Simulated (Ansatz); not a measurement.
# linear Nb chain under tension and compression

Wanted: energy, moment and open channels of the linear Nb chain from 12 % compression to 30 % stretch.

Program: Ansatz 0.2.0. Level of theory: DFT PBE, plane waves, PAW; relaxation of a chain's period, in the first sound run; inputs show where later runs differ. Results are calculated unless marked as measured.

### Step 1. The starting structure

The cell holds 1 atom: 1 Nb. Cell: a = 7.500 Å, b = 7.500 Å, c = 3.050 Å, α = 90.0°, β = 90.0°, γ = 90.0°. Vacuum lies along a and b. The structure's axis is c.

### Step 2. Relaxation of atoms and period

Band widths follow the bond lengths, so the chain is relaxed first. The atoms and the third cell vector are free; the box across stays fixed as vacuum. Moments are seeded so that a magnetic state can form if it lies lower. A Fermi-Dirac smearing is set since the result may be a metal. The pressure printed is a third of the stress's trace over the whole box, vacuum included; only the stress along the axis is relaxed.

Input file input.yaml:

```yaml
crystal:
  lattice:
    - [7.5, 0.0, 0.0]
    - [0.0, 7.5, 0.0]
    - [0.0, 0.0, 3.0504]
  atoms:
    - { symbol: Nb, position: [0.5, 0.5, 0.0], spin: 2.0 }
magnetization:
  spin_polarized: true
kpoints:
  mp_grid: { grid: [1, 1, 27] }
scf:
  occupations: { method: fermi_dirac, width: 0.05 }
hamiltonian:
  xc: pbe
relax:
  cell: { fix: [a, b, alpha, beta, gamma] }
  max_steps: 60
```

Launch:

```console
$ ansatz run input.yaml --threads 4 --pin off --max-ram 8192MiB --backend cpu --events-out ev --progress --plain --runs-dir out
```

Numbers of over 12 decimals in the logs are rounded to 6 here.

Log:

```text
Engine: ansatz 0.2.0, aarch64-unknown-linux-gnu
Pseudopotentials: kind: paw
Pseudopotential: Nb, paw, valence charge 13, recommended cutoff 420 eV (normal), Nb.paw.azcp
Functional definition: PBE
  parameter kappa = 0.804
  parameter beta = 0.066725
  exchange = pbe_x(kappa = kappa, mu = beta*pi^2/3)
  correlation = pbe_c(beta = beta)
Crystal: 1 atoms, lattice volume = 171.585 Å³
Basis set: ecut = 420 eV, 3363 PW (Γ), exchange–correlation on 108×108×48 points (8 copies of the dense FFT grid, shifted against one another)
Bands: 12, of which v1, the nominal top of the filled ones, is band 7 counted from 1 (6 counted from 0)
Symmetry: 16 space group operations
Space group: P4/mmm (ITA 123), of the structure as read, at distance tolerance 5.6e-5 Å
Magnetic group: BNS 123.339 (UNI 999), of the structure as read, at distance tolerance 5.6e-5 Å
k-points: 14 of 27
Non-local potential: Nb, projectors of the file, l = 0: 3, l = 1: 2, l = 2: 2, l = 3: 1
PAW form: soft (Blöchl's): semilocal exchange-correlation on the pseudo side does not see the compensation charge
PAW one-centre angular grid: Nb, 590 points (default); XC on 64 Gauss nodes
Initial density: superposition of atomic densities (neutral atoms: chi_scale 0, normalization atom)
Starting moments: Σ|m| = 2 μB on 1 of 1 site
Initial wavefunctions: pseudopotential atomic-orbital guess
Functional: x = pbe(κ = 0.804, μ = 0.219515), c = pbe(β = 0.066725)
SCF iter   1: F=—  HF=-4546.675791 eV  |F-HF|=—  |Δ(HF+E_count)|=         —  Δρ=1.12e-2 (↑7.26e-3 ↓1.12e-2)  dr2=7.54e-1  dr2_m=2.93e-2  M=2.364 μB ∫|m|=2.364 μB  β_m=0.30  ethr=3.10e-3  ⟨swp⟩=5.1  Hψ=1765  notcnv=0
Mixer restart at iter 1: flushing history
preconditioner: auto → LDOS  [metal: Δε(μ)=0.019 eV  Ē_g=2.938 eV  σ=0.050 eV  W_gap=0.09  n_scr=12 (ndim 8)  ℏωp=6.3 eV  f_vac=0.568  D(μ)=4.94/eV (n_scr^D=30)]
spin=Collinear: LDOS preconditioning applied to the charge; magnetization (m = ρ↑ − ρ↓) channel mixes plain (no charge-response kernel on spin).
SCF iter   2: F=—  HF=-4546.633351 eV  |F-HF|=—  |Δ(HF+E_count)|=   4.24e-2  Δρ=8.62e-3 (↑5.04e-3 ↓8.62e-3)  dr2=3.69e-1  dr2_m=2.46e-2  M=2.461 μB ∫|m|=2.461 μB  β_m=0.63  ethr=3.10e-3  ⟨swp⟩=2.0  Hψ=680  notcnv=0  defer=5
SCF iter   3: F=—  HF=-4546.701617 eV  |F-HF|=—  |Δ(HF+E_count)|=   6.83e-2  Δρ=4.06e-3 (↑4.06e-3 ↓2.79e-3)  dr2=2.34e-2  dr2_m=1.20e-2  M=2.795 μB ∫|m|=2.795 μB  β_m=0.82  ethr=2.83e-3  ⟨swp⟩=2.4  Hψ=582  notcnv=0  defer=5
SCF iter   4: F=—  HF=-4546.976725 eV  |F-HF|=—  |Δ(HF+E_count)|=         —  Δρ=1.12e-2 (↑1.10e-2 ↓1.12e-2)  dr2=8.01e-2  dr2_m=1.70e-1  M=3.912 μB ∫|m|=3.912 μB  β_m=1.00  ethr=1.80e-4  ⟨swp⟩=2.7  Hψ=726  notcnv=0  defer=5
Mixer restart at iter 4: flushing history
SCF iter   5: F=—  HF=-4546.927661 eV  |F-HF|=—  |Δ(HF+E_count)|=   4.91e-2  Δρ=1.54e-3 (↑1.51e-3 ↓1.54e-3)  dr2=1.43e-2  dr2_m=1.37e-3  M=4.024 μB ∫|m|=4.024 μB  β_m=0.82  ethr=3.85e-4  ⟨swp⟩=2.3  Hψ=689  notcnv=0  defer=7
SCF iter   6: F=—  HF=-4546.943526 eV  |F-HF|=—  |Δ(HF+E_count)|=   1.59e-2  Δρ=7.79e-4 (↑7.79e-4 ↓4.75e-4)  dr2=1.03e-3  dr2_m=3.47e-4  M=4.036 μB ∫|m|=4.036 μB  β_m=0.82  ethr=1.10e-4  ⟨swp⟩=2.5  Hψ=737  notcnv=0  defer=10
SCF iter   7: F=—  HF=-4546.944948 eV  |F-HF|=—  |Δ(HF+E_count)|=   1.42e-3  Δρ=2.06e-4 (↑1.75e-4 ↓2.06e-4)  dr2=8.79e-5  dr2_m=4.12e-5  M=4.038 μB ∫|m|=4.038 μB  β_m=0.89  ethr=7.96e-6  ⟨swp⟩=2.1  Hψ=606  notcnv=0  defer=10
SCF iter   8: F=—  HF=-4546.945236 eV  |F-HF|=—  |Δ(HF+E_count)|=   2.88e-4  Δρ=5.61e-5 (↑5.57e-5 ↓5.61e-5)  dr2=7.59e-6  dr2_m=3.42e-6  M=4.038 μB ∫|m|=4.038 μB  β_m=0.95  ethr=6.76e-7  ⟨swp⟩=2.5  Hψ=589  notcnv=0  defer=10
SCF iter   9: F=—  HF=-4546.945262 eV  |F-HF|=—  |Δ(HF+E_count)|=   2.61e-5  Δρ=1.44e-5 (↑1.44e-5 ↓7.82e-6)  dr2=4.62e-7  dr2_m=1.07e-7  M=4.038 μB ∫|m|=4.038 μB  β_m=0.93  ethr=5.84e-8  ⟨swp⟩=2.5  Hψ=545  notcnv=0  defer=10
SCF iter  10: F=—  HF=-4546.945263 eV  |F-HF|=—  |Δ(HF+E_count)|=   7.31e-7  Δρ=5.86e-6 (↑5.86e-6 ↓1.82e-6)  dr2=4.09e-8  dr2_m=1.60e-8  M=4.039 μB ∫|m|=4.039 μB  β_m=0.96  ethr=3.56e-9  ⟨swp⟩=2.3  Hψ=480  notcnv=0  defer=10
SCF iter  11: F=-4546.945263 eV  HF=-4546.945263 eV  |F-HF|=2.81e-9  |Δ(HF+E_count)|=   1.09e-7  Δρ=3.38e-6 (↑3.38e-6 ↓4.40e-7)  dr2=7.51e-9  dr2_m=4.78e-9  M=4.039 μB ∫|m|=4.039 μB  ethr=3.15e-10  ⟨swp⟩=2.2  Hψ=1096  notcnv=0
SCF 1 converged in 11 iterations: F = -4546.945263 eV  dr2 = 7.51e-9
  greatest PAW one-centre occupation: 0.998 electrons in one spin orbital (limit 2), on the Nb atom at site 0 (counted from 0), in its partial waves of l = 0
relax step   1: F+E_penalty+E_count = -4546.94526263 eV  Δ(F+E_penalty+E_count) = +0.000e0 eV  max|allowed force component| = 0.000e0 eV/Å  Δτ_max = 0.0000 Å  P = -0.938 GPa  Ω = 171.585 Å³  fix = [a, b, alpha, beta, gamma]  reactions: a -0.234, b -0.234 GPa  (11 SCF iters, dr2 threshold 1.00e-7 eV, accepted)
Crystal: 1 atoms, lattice volume = 164.859 Å³
Basis set: ecut = 420 eV, 3249 PW (Γ), exchange–correlation on 108×108×48 points (8 copies of the dense FFT grid, shifted against one another)
Initial density: handed on by an earlier stage of this run
Starting moments: Σ|m| = 2 μB on 1 of 1 site; this step starts from the density that it was given
Initial wavefunctions: those handed on with the density
iter 1 solved again at ethr=3.11e-5 eV; its pass at ethr=3.10e-3 eV (dr2=4.04e-3 eV) is discarded
SCF iter   1: F=—  HF=-4547.021962 eV  |F-HF|=—  |Δ(HF+E_count)|=         —  Δρ=1.74e-3 (↑1.74e-3 ↓1.34e-3)  dr2=4.87e-3  dr2_m=2.84e-3  M=3.939 μB ∫|m|=3.939 μB  β_m=0.65  ethr=3.11e-5  ⟨swp⟩=2.1  Hψ=2492  notcnv=0
preconditioner: auto → LDOS  [metal: Δε(μ)=0.033 eV  Ē_g=3.560 eV  σ=0.050 eV  W_gap=0.16  n_scr=8 (ndim 8)  ℏωp=6.5 eV  f_vac=0.591  D(μ)=4.00/eV (n_scr^D=20)]
spin=Collinear: LDOS preconditioning applied to the charge; magnetization (m = ρ↑ − ρ↓) channel mixes plain (no charge-response kernel on spin).
SCF iter   2: F=—  HF=-4547.024025 eV  |F-HF|=—  |Δ(HF+E_count)|=   2.06e-3  Δρ=6.76e-4 (↑6.76e-4 ↓4.29e-4)  dr2=9.09e-4  dr2_m=2.67e-4  M=3.988 μB ∫|m|=3.988 μB  β_m=0.53  ethr=3.11e-5  ⟨swp⟩=2.5  Hψ=569  notcnv=0
SCF iter   3: F=—  HF=-4547.024604 eV  |F-HF|=—  |Δ(HF+E_count)|=   5.79e-4  Δρ=3.58e-4 (↑3.36e-4 ↓3.58e-4)  dr2=1.97e-4  dr2_m=1.16e-4  M=4.006 μB ∫|m|=4.006 μB  β_m=0.77  ethr=7.00e-6  ⟨swp⟩=2.0  Hψ=447  notcnv=0
SCF iter   4: F=—  HF=-4547.024957 eV  |F-HF|=—  |Δ(HF+E_count)|=   3.53e-4  Δρ=8.72e-5 (↑8.72e-5 ↓7.42e-5)  dr2=1.13e-5  dr2_m=6.44e-6  M=4.016 μB ∫|m|=4.016 μB  β_m=0.85  ethr=1.52e-6  ⟨swp⟩=2.0  Hψ=577  notcnv=0
[...]
relax step   4: F+E_penalty+E_count = -4547.56432519 eV  Δ(F+E_penalty+E_count) = -3.090e-1 eV  max|allowed force component| = 0.000e0 eV/Å  Δτ_max = 0.0000 Å  P = -2.059 GPa  Ω = 148.129 Å³  energy of the carried Pulay correction = +5.417e-4 eV  fix = [a, b, alpha, beta, gamma]  reactions: a -0.327, b -0.327 GPa  (9 SCF iters, dr2 threshold 1.00e-7 eV, accepted)
[...]
relax step   5: F+E_penalty+E_count = -4547.80543210 eV  Δ(F+E_penalty+E_count) = -2.411e-1 eV  max|allowed force component| = 0.000e0 eV/Å  Δτ_max = 0.0000 Å  P = -1.479 GPa  Ω = 139.765 Å³  energy of the carried Pulay correction = +7.494e-4 eV  fix = [a, b, alpha, beta, gamma]  reactions: a -0.345, b -0.345 GPa  (9 SCF iters, dr2 threshold 1.00e-7 eV, accepted)
[...]
relax step   6: F+E_penalty+E_count = -4547.93959635 eV  Δ(F+E_penalty+E_count) = -1.342e-1 eV  max|allowed force component| = 0.000e0 eV/Å  Δτ_max = 0.0000 Å  P = -0.478 GPa  Ω = 131.400 Å³  energy of the carried Pulay correction = +9.658e-4 eV  fix = [a, b, alpha, beta, gamma]  reactions: a -0.375, b -0.375 GPa  (17 SCF iters, dr2 threshold 1.00e-7 eV, accepted)
[...]
relax step   7: F+E_penalty+E_count = -4547.94332249 eV  Δ(F+E_penalty+E_count) = -3.726e-3 eV  max|allowed force component| = 0.000e0 eV/Å  Δτ_max = 0.0000 Å  P = -0.323 GPa  Ω = 130.039 Å³  energy of the carried Pulay correction = +1.002e-3 eV  fix = [a, b, alpha, beta, gamma]  reactions: a -0.375, b -0.375 GPa  (11 SCF iters, dr2 threshold 1.00e-7 eV, accepted)
[...]
relax step   8: F+E_penalty+E_count = -4547.94390056 eV  Δ(F+E_penalty+E_count) = -5.781e-4 eV  max|allowed force component| = 0.000e0 eV/Å  Δτ_max = 0.0000 Å  P = -0.265 GPa  Ω = 129.363 Å³  energy of the carried Pulay correction = +1.020e-3 eV  fix = [a, b, alpha, beta, gamma]  reactions: a -0.374, b -0.374 GPa  (10 SCF iters, dr2 threshold 1.00e-7 eV, accepted)
Basis set: ecut = 420 eV, 2527 PW (Γ), exchange–correlation on 108×108×32 points (8 copies of the dense FFT grid, shifted against one another)
Initial wavefunctions: pseudopotential atomic-orbital guess (no wavefunctions were taken with the density)
iter 1 solved again at ethr=1.97e-7 eV; its pass at ethr=3.10e-3 eV (dr2=2.56e-5 eV) is discarded
SCF iter   1: F=—  HF=-4547.943518 eV  |F-HF|=—  |Δ(HF+E_count)|=         —  Δρ=4.66e-5 (↑4.66e-5 ↓4.66e-5)  dr2=1.41e-6  dr2_m=8.40e-12  M=0.000 μB ∫|m|=0.000 μB  β_m=0.65  ethr=1.97e-7  ⟨swp⟩=3.9  Hψ=3116  notcnv=0
preconditioner: auto → LDOS  [metal: Δε(μ)=0.057 eV  Ē_g=4.697 eV  σ=0.050 eV  W_gap=0.28  n_scr=8 (ndim 8)  ℏωp=7.3 eV  f_vac=0.590  D(μ)=2.28/eV (n_scr^D=12)]
spin=Collinear: LDOS preconditioning applied to the charge; magnetization (m = ρ↑ − ρ↓) channel mixes plain (no charge-response kernel on spin).
SCF iter   2: F=—  HF=-4547.943521 eV  |F-HF|=—  |Δ(HF+E_count)|=   2.59e-6  Δρ=1.72e-5 (↑1.71e-5 ↓1.72e-5)  dr2=2.40e-7  dr2_m=5.56e-12  M=0.000 μB ∫|m|=0.000 μB  β_m=0.62  ethr=1.08e-8  ⟨swp⟩=2.1  Hψ=500  notcnv=0
SCF iter   3: F=—  HF=-4547.943521 eV  |F-HF|=—  |Δ(HF+E_count)|=   3.68e-7  Δρ=2.73e-6 (↑2.70e-6 ↓2.73e-6)  dr2=1.36e-8  dr2_m=1.88e-12  M=0.000 μB ∫|m|=0.000 μB  β_m=0.71  ethr=1.85e-9  ⟨swp⟩=2.7  Hψ=501  notcnv=0
SCF iter   4: F=—  HF=-4547.943521 eV  |F-HF|=—  |Δ(HF+E_count)|=   5.09e-8  Δρ=9.94e-7 (↑9.94e-7 ↓9.91e-7)  dr2=3.01e-9  dr2_m=9.56e-13  M=0.000 μB ∫|m|=0.000 μB  β_m=0.80  ethr=1.04e-10  ⟨swp⟩=3.0  Hψ=524  notcnv=0
SCF iter   5: F=—  HF=-4547.943521 eV  |F-HF|=—  |Δ(HF+E_count)|=   2.25e-9  Δρ=3.91e-7 (↑3.85e-7 ↓3.91e-7)  dr2=5.52e-10  dr2_m=3.18e-13  M=0.000 μB ∫|m|=0.000 μB  β_m=0.86  ethr=2.32e-11  ⟨swp⟩=1.5  Hψ=370  notcnv=0
SCF iter   6: F=—  HF=-4547.943521 eV  |F-HF|=—  |Δ(HF+E_count)|=   4.72e-8  Δρ=9.76e-8 (↑9.76e-8 ↓9.55e-8)  dr2=1.32e-11  dr2_m=7.72e-14  M=0.000 μB ∫|m|=0.000 μB  β_m=0.77  ethr=4.25e-12  ⟨swp⟩=2.2  Hψ=456  notcnv=0
SCF iter   7: F=—  HF=-4547.943521 eV  |F-HF|=—  |Δ(HF+E_count)|=  2.55e-11  Δρ=2.66e-8 (↑2.66e-8 ↓2.17e-8)  dr2=1.69e-12  dr2_m=3.96e-14  M=0.000 μB ∫|m|=0.000 μB  β_m=0.87  ethr=1.00e-12  ⟨swp⟩=1.0  Hψ=336  notcnv=0
SCF iter   8: F=-4547.943521 eV  HF=-4547.943521 eV  |F-HF|=9.09e-13  |Δ(HF+E_count)|=  5.46e-12  Δρ=8.58e-9 (↑8.58e-9 ↓7.95e-9)  dr2=3.83e-13  dr2_m=6.49e-15  M=0.000 μB ∫|m|=0.000 μB  ethr=1.00e-12  ⟨swp⟩=4.1  Hψ=1219  notcnv=0
the starting moments were not kept: the SCF closed with an absolute magnetisation of 5.7e-7 μB, where they sum to 2 μB in size (1 site). That is at most 0.1 of that sum. Measured as dr2_m measures the in/out step, that magnetisation stands 7.4e-14 eV from none, at or under the dr2_threshold of 1.0e-11 eV: it is no larger than a step whose dr2_m would equal this threshold.
SCF 9 converged in 8 iterations: F = -4547.943521 eV  dr2 = 3.83e-13
relax step   9: F+E_penalty+E_count = -4547.94352107 eV  Δ(F+E_penalty+E_count) = +3.795e-4 eV  max|allowed force component| = 0.000e0 eV/Å  Δτ_max = 0.0000 Å  P = -0.266 GPa  Ω = 129.363 Å³  fix = [a, b, alpha, beta, gamma]  reactions: a -0.374, b -0.374 GPa  stress off target by 5.00e-2 GPa on what of the cell is left free  SCF on the basis re-selected at this cell (its energy is not comparable with the rows above)  (8 SCF iters)
basis re-selected at this cell: Δ(F+E_penalty+E_count) = +3.795e-4 eV, ΔP = -0.002 GPa vs the last step (what re-selecting the basis moved, of the pressure what is left beyond the Pulay correction that the steps carried, after the strain that the cell walked since its last selection, with what the two solves' SCF thresholds leave and, on support functions, any second-order correction that the steps lacked; it is no measure of the basis error at this ecutwfc). The dense FFT grid was sized anew with the basis: this SCF ran on 54×54×16 points, the steps before it on 54×54×24, so part of this shift can come from that change (see relax.cell in the input reference). [rest of the remark cut]
SCF converged after 8 iterations
Magnetization: 0.0000 μB (6.5000 up, 6.5000 down)
Absolute magnetization: 0.0000 μB (∫|ρ↑−ρ↓|, with the PAW one-centre terms)
Spin contamination: 0.0000 ħ² per cell (⟨S²⟩ above its minimum at these occupations)
Per-site moments (μB) at R_I (Å): [(2.845009338483186e-7, 0.948665)]
Free energy (F): -4547.943521 eV
Harris-Foulkes:  -4547.943521 eV  (|F-HF|=9.09e-13)
Internal energy: -4547.924824 eV  (E = F + TS)
E sigma→0 (E₀):  -4547.934173 eV
Entropy (-TS):   -0.018697 eV (-18.697 meV/atom)
Fermi energy:    -0.983153 eV
--- Per-component energies (eV) ---
  E_band       = -314.200379
  E_kinetic    = 394.449152
  E_local      = -2608.122835  (includes V_loc(G=0)·N_el)
  E_nonlocal   = 125.464966
  E_hartree    = 1045.815520
  E_xc         = -171.848705
  E_vxc        = -207.961518  (∫ρ·V_xc dr)
  E_paw        = -3075.089678  (= ΣΔE_a)
  E_vpaw       = -109.661164  (= ΣTr[D̂ρ^β])
  E_aug_tail   = 0.000007  (compensation charges beyond the density's cutoff)
  E_ewald      = -258.593251
  E_smearing   = -0.018697  (= −TS)
  E_closure    = 0.000000  (closes the sum)
  Σ components = -4547.943521   (vs F -4547.943521, Δ=0.00e0)
--- Forces (eV/Å), atoms counted from 1 ---
  atom   1  Nb     0.00000000     0.00000000     0.00000000
  max |Σ_I F_I| component: 0.00e0 eV/Å
--- Stress (GPa, compression-positive) ---
       -0.374472       0.000000       0.000000
        0.000000      -0.374472       0.000000
        0.000000       0.000000      -0.049959
  P = ⅓ Tr σ = -0.2663 GPa (-2.663 kbar)
--- Relaxed structure (8 steps of the walk, 8 accepted, 1 SCFs on fresh bases) ---
  F+E_penalty+E_count = -4547.94352107 eV   max|allowed force component| = 0.000e0 eV/Å   (the final SCF, on the basis selected at the relaxed cell)
  cell:  # Å, volume = 129.3634 Å³
    - [7.5, 0.0, 0.0]
    - [0.0, 7.5, 0.0]
    - [0.0, 0.0, 2.299794]
  atoms:
    - { symbol: Nb, position: [0.5, 0.5, 0.0] }
```

It took 12 s on 4 threads of Arm Neoverse V2, shared host; peak memory 0.42 GiB; 43 s of CPU time.

Step by step:

```tsv
step	energy less that of the first step (eV)	largest force component (eV/Å)	pressure (GPa)	volume (Å³)
1	0.0000	0.0000	-0.94	171.58
2	-0.0797	0.0000	-0.63	164.86
3	-0.3101	0.0000	-2.12	156.49
4	-0.6191	0.0000	-2.06	148.13
5	-0.8602	0.0000	-1.48	139.76
6	-0.9943	0.0000	-0.48	131.40
7	-0.9981	0.0000	-0.32	130.04
8	-0.9986	0.0000	-0.26	129.36
9*	-0.9983	0.0000	-0.27	129.36
```

Relaxation steps marked * repeat the geometry before them on a plane-wave basis chosen anew for their cell, so energy and pressure can jump there.

```tsv
cell as run	before	after	change
c (Å)	3.050	2.300	-24.6 %
```

Final coordinates:

```cif
data_structure
_symmetry_space_group_name_H-M 'P 1'
_symmetry_Int_Tables_number 1
_cell_length_a 7.5000
_cell_length_b 7.5000
_cell_length_c 2.2998
_cell_angle_alpha 90.000
_cell_angle_beta 90.000
_cell_angle_gamma 90.000
_cell_volume 129.36
loop_
_atom_site_label
_atom_site_type_symbol
_atom_site_fract_x
_atom_site_fract_y
_atom_site_fract_z
_atom_site_occupancy
Nb1 Nb 0.50000 0.50000 0.00000 1
```

This step gave:

| Property | Result |
| --- | --- |
| energy at zero smearing | -4547.9342 eV |
| cell length along the wire | 2.300 Å |

The cell's length comes to 2.300 Å with no moment. That is -25 % against the start, more than a small adjustment.

The cell shrank by 24.6 % in its periodic edges.

[end of part 1 of 3]

[Logs are printed without paths, hosts, clocks, repeated set-up lines and the standing remarks that a program may print on its own settings, such as how far it seeks lower states.]

[Hosts, paths, dates, database ids (printed as entryN), source tags and the programs' standing remarks are cut or masked in the printed files.]
